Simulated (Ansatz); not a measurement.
Stackings of close-packed layers of SiC (tetrahedral net, letters for double layers), each relaxed to a stress under 0.05 GPa; h and k mark layers whose two neighbours have the same or different letters; energies count from the stacking AB (P6_3mc).

Level of theory: DFT PBE, scalar-relativistic, plane waves, PAW (Ansatz 0.2.0).

Cutoff 420 eV; k points 12×12×2 on the computed 12-atom cell (Γ-centred); Gaussian smearing, width 0.02 eV; no spin polarisation.

Start (ABACAB (hhkhkh)):

```xyz
12
Lattice="3.0919 0.0000 0.0000 -1.5460 2.6777 0.0000 0.0000 0.0000 15.2229" Properties=species:S:1:pos:R:3 pbc="T T T"
Si    0.0000    0.0000    0.0000
C     0.0000    0.0000    1.9029
Si    0.0000    1.7851    2.5371
C     0.0000    1.7851    4.4400
Si    0.0000    0.0000    5.0743
C     0.0000    0.0000    6.9771
Si    1.5460    0.8926    7.6114
C     1.5460    0.8926    9.5143
Si    0.0000    0.0000   10.1486
C     0.0000    0.0000   12.0514
Si    0.0000    1.7851   12.6857
C     0.0000    1.7851   14.5886
```

Q: What does the relaxation give?

A: The free energy falls by 0 meV/atom.

| Quantity | Value |
| --- | --- |
| excess energy (meV/atom) | -2.3 |
| spacing of like layers (Å) | 2.534 |
| a (Å) | 3.093 |
| gap on the mesh (eV) | 2.28 |

Relaxed structure:
```
CELL_PARAMETERS angstrom
3.09335 0.00000 0.00000
-1.54668 2.67892 0.00000
0.00000 0.00000 15.20417
ATOMIC_POSITIONS crystal
Si 0.00000 0.00000 0.99991
C 0.00000 0.00000 0.12519
Si 0.33333 0.66667 0.16678
C 0.33333 0.66667 0.29209
Si 0.00000 0.00000 0.33332
C 0.00000 0.00000 0.45827
Si 0.66667 0.33333 0.49991
C 0.66667 0.33333 0.62526
Si 0.00000 0.00000 0.66643
C 0.00000 0.00000 0.79141
Si 0.33333 0.66667 0.83305
C 0.33333 0.66667 0.95837
```

Time: 4.4 min on 1 thread of AMD EPYC (Zen 3), on a shared host, peak memory 0.46 GiB.